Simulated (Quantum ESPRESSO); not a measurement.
In in Quantum ESPRESSO: the effect of functional

Crystal: In.

```
In
1.0
    -1.88253    1.88253    1.88253
     1.88253   -1.88253    1.88253
     1.88253    1.88253   -1.88253
In
1
Direct
  0.00000 0.00000 0.00000
```

This isn't the form of In at room conditions, which is tetragonal.

Alike in all runs:

- Program: Quantum ESPRESSO 7.5
- Task: phonon dispersion
- Cutoff: 952 eV
- Density cutoff: 3810 eV
- k mesh: 10 × 10 × 10
- Occupations: cold, width 0.2 eV
- Spin: no spin polarisation

Each run relaxes the cell or the atoms first.

| functional | potentials or basis | relaxed volume (Å³/atom) | highest phonon frequency (cm⁻¹) |
| --- | --- | --- | --- |
| LDA | PseudoDojo 0.4.1 SR LDA standard | ? | ? |
| PBE | PseudoDojo 0.4.1 SR PBE standard | 27.70 | 109 |
| PBEsol | PseudoDojo 0.4.1 SR PBEsol standard | 25.81 | 118 |

Question: What does the run with functional LDA give?

Answer: Relaxed volume 24.78 Å³/atom; highest phonon frequency 121 cm⁻¹.

Caveats: some modes are imaginary.
